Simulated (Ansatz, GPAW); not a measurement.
## Co: 3 runs at one level of theory

```
Co
1.0
     2.47200    0.00000    0.00000
    -1.23600    2.14081    0.00000
     0.00000    0.00000    4.02114
Co
2
Direct
  0.66667 0.33333 0.75000
  0.33333 0.66667 0.25000
```

Alike in all runs: task band structure; functional revPBE; k mesh 12 × 12 × 7; occupations fermi-dirac, width 0.05 eV; collinear spin, ferromagnetic start; no spin-orbit coupling. Pressure is positive in compression and, in plane waves, holds the error of the finite cutoff, which Ansatz's Pulay term estimates and takes out.

```
                                                    program and potentials  plane-wave cutoff (eV)                                                                                                                            notes  pressure (GPa)  net moment per atom (μB)
                                                        Ansatz, Ansatz PAW                     420  potentials made for PBE, which Ansatz adapts in part; 17 valence electrons an atom on average; Pulay term of +0.18 GPa included            9.17                      1.62
                            Ansatz, all-electron LAPW, scalar-relativistic                       -                                                                                                                                -            9.08                      1.62
GPAW, the program's PAW data sets (release 1.2.1) made for this functional                     600                                                                                           9 valence electrons an atom on average            9.28                      1.62
```

The pressure spans 9.08 (Ansatz, all-electron LAPW, scalar-relativistic) to 9.28 GPa (GPAW, the program's PAW data sets (release 1.2.1) made for this functional), with all-electron results at 9.08. All agree on the net moment per atom. Some sets were made for another functional than the one run, which can shift their rows. The state is the one that the start led to, which needn't be the lowest.

Differences between rows come from potentials, basis sets and numerical settings, since the functional is the same but for its coding. Runs on potential files found faulty are left out.
